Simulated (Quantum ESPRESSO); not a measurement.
Input of a Quantum ESPRESSO 7.5 run:

The input pw.in:

```
&CONTROL
  calculation = 'vc-relax'
  prefix = 'pwscf'
  outdir = './tmp'
  pseudo_dir = './pseudo'
  tprnfor = .true.
  tstress = .true.
  disk_io = 'low'
  nstep = 40
  forc_conv_thr = 0.0004
  etot_conv_thr = 1d-05
/
&SYSTEM
  ibrav = 0
  nat = 2
  ntyp = 1
  ecutwfc = 63
  ecutrho = 506
  nbnd = 9
  occupations = 'smearing'
  smearing = 'fd'
  degauss = 0.00367493
/
&ELECTRONS
  conv_thr = 4d-10
  electron_maxstep = 120
  mixing_beta = 0.5
/
&IONS
  ion_dynamics = 'bfgs'
/
&CELL
  cell_dynamics = 'bfgs'
  press = 0
  press_conv_thr = 0.3
/
ATOMIC_SPECIES
C     12.0110 C.pbe-n-kjpaw_psl.1.0.0.UPF
CELL_PARAMETERS bohr
   0.0000000000    3.3700808789    3.3700808789
   3.3700808789    0.0000000000    3.3700808789
   3.3700808789    3.3700808789    0.0000000000
ATOMIC_POSITIONS bohr
C      5.0551213183    5.0551213183    5.0551213183
C      3.3700808789    3.3700808789    3.3700808789
K_POINTS automatic
13 13 13 0 0 0
```

Potentials or basis: SSSP 1.3 efficiency PBE.

The run is started by

```sh
$ OMP_NUM_THREADS=1 pw.x -in pw.in > pw.out
```

Estimate the space group after relaxing (to 0.05 Å).

Fd-3m (No. 227).

Predict the relaxed cell.

a = 2.526 Å, b = 2.526 Å, c = 2.526 Å, α = 60.00°, β = 60.00°, γ = 60.00°.

Final structure:
```
CELL_PARAMETERS angstrom
0.00000 1.78601 1.78601
1.78601 0.00000 1.78601
1.78601 1.78601 0.00000
ATOMIC_POSITIONS crystal
C 0.75000 0.75000 0.75000
C 0.50000 0.50000 0.50000
```

 Zero-point motion and thermal expansion aren't in these numbers.
